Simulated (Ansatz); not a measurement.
Run this with Ansatz 0.2.0 through its Python package and show what comes out.

Script `gw_aln.py`:
```python
"""Quasiparticle gap of AlN by G0W0."""

import ansatz as az
from pymatgen.core import Lattice, Structure
from pymatgen.io.ase import AseAtomsAdaptor


def main() -> None:
    pmg_structure = Structure(
        Lattice([(0.0, 1.969, 1.969), (1.969, 0.0, 1.969), (1.969, 1.969, 0.0)]),
        ["Al", "N"],
        [
            (0.0, 0.0, 0.0),
            (0.5, 0.5, 0.5),
        ],
    )
    crystal = az.Crystal.from_ase(AseAtomsAdaptor.get_atoms(pmg_structure))

    job = (
        crystal.calculation()
        .functional("LDA")
        .basis(380, density_ratio=6)
        .kpoints(density=1.2)  # the mesh must be finer for metals
        .mixing("msr1", beta=0.3)
        .scf(max_iterations=60)
        .occupations("fixed")  # no smearing
        .gw(empty_bands=40, screening_cutoff=120, quasiparticle_bands=("v3", "c1"))
    )
    events = []
    done = job.session().plan().execute(on_event=events.append, runs_dir="gw_run")
    gw = next(e["data"] for e in events if e["event"] == "gw_qp")
    top = gw["frontier_bands"]["highest_filled_band"]
    for qp in gw["qp"]:
        if qp["ik"] == 0:
            print("band", qp["band"], "shift", round(qp["e_qp_ev"] - qp["eps_ks_ev"], 3), "eV, Z =", round(qp["z"], 3))
    for key, label in (("eps_ks_ev", "Kohn-Sham"), ("e_qp_ev", "G0W0")):
        filled = max(qp[key] for qp in gw["qp"] if qp["band"] <= top)
        empty = min(qp[key] for qp in gw["qp"] if qp["band"] > top)
        print(f"{label} gap on the mesh: {empty - filled:.3f} eV")
    print("static dielectric eigenvalues (RPA, this mesh):", [round(e, 3) for e in gw["screening"][0]["eps_tensor_eigenvalues"]])


if __name__ == "__main__":
    main()
```

Output of `python gw_aln.py`:
```text
DeckWarning: basis.ecutwfc = 380 eV is below the records' recommended 420 eV, and the density's cutoff is lower with it unless basis.ecutrho_ratio is high enough to keep the records' density cutoff: compare with a run at a higher cutoff
band 2 shift -0.393 eV, Z = 0.809
band 3 shift -0.393 eV, Z = 0.809
band 4 shift -0.393 eV, Z = 0.809
band 5 shift 1.343 eV, Z = 0.82
Kohn-Sham gap on the mesh: 4.985 eV
G0W0 gap on the mesh: 6.317 eV
static dielectric eigenvalues (RPA, this mesh): [5.666, 5.666, 5.666]
```
(Warnings from the package without file and line.)

Reading the output:
- The settings weren't tested for convergence.
- The cutoff lies under the one recommended for these potentials.
- The k-point mesh is coarse, and energy and stress weren't tested for convergence.
- This is a high-temperature or high-pressure form, not the ambient phase.
- The structure is a deposited one; some such entries were measured under pressure or heat, so a shift against it needn't be the functional's error alone.
- Mesh, empty bands and screening cutoff are small, so the quasiparticle gap isn't converged, and it is read on the mesh points alone. Spin-orbit coupling is left out, which matters for heavy elements.
- Hardware and time: 2.4 s on 1 thread of Intel(R) Xeon(R) Platinum 8375C CPU @ 2.90GHz (Ice Lake), with other jobs on the host, peak memory 0.41 GiB.
